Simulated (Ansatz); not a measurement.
This Ansatz 0.2.0 run on Rb needs a look.

Contents of input.yaml:

```yaml
crystal:
  lattice: { a: 5.605, b: 5.605, c: 5.605, alpha: 90.0, beta: 90.0, gamma: 90.0 }
  space_group: 229
  setting: { hermann_mauguin: Im-3m }
  reduce_to_primitive: true
  atoms:
    - { symbol: Rb, position: [0.0, 0.0, 0.0] }
kpoints:
  mp_grid: { grid: [7, 7, 7] }
scf:
  occupations: { method: fermi_dirac, width: 0.3 }
  n_extra_bands: 0
  max_iter: 50
hamiltonian:
  xc: r2scan
  dispersion: d3bj
  pseudopotentials: { kind: all_electron, datasets: crystal }
output:
  forces: true
  stress: true
  eigenvalues: true
  elf: true
  volumetric_format: npy
```

Potentials or basis: all-electron PAW datasets made for the crystal.

Command:

```console
$ ansatz run input.yaml --threads 1 --pin off --max-ram 2560MiB --backend cpu --events-out ev --progress --plain --runs-dir out
```

Output:

```text
Error: inconsistent input (scf.n_extra_bands, scf.occupations.method): n_bands = 5 leaves no empty band above the 5 bands per channel that the deck's 9 electrons occupy, and the occupations search for the Fermi level (a smearing at a finite width, or tetrahedra): a level found among occupied bands alone can fill a metal as an insulator; raise scf.n_extra_bands until at least 6 bands are solved (omitted, it auto-derives to 11) (see scf.n_extra_bands in the input reference)
```

Task: What happened, and what is wrong with the input?

Result: The program refused the input. The input holds a flaw that was put in on purpose: too few bands (scf.n_extra_bands = 0; scf.occupations = method fermi_dirac, width 0.3).
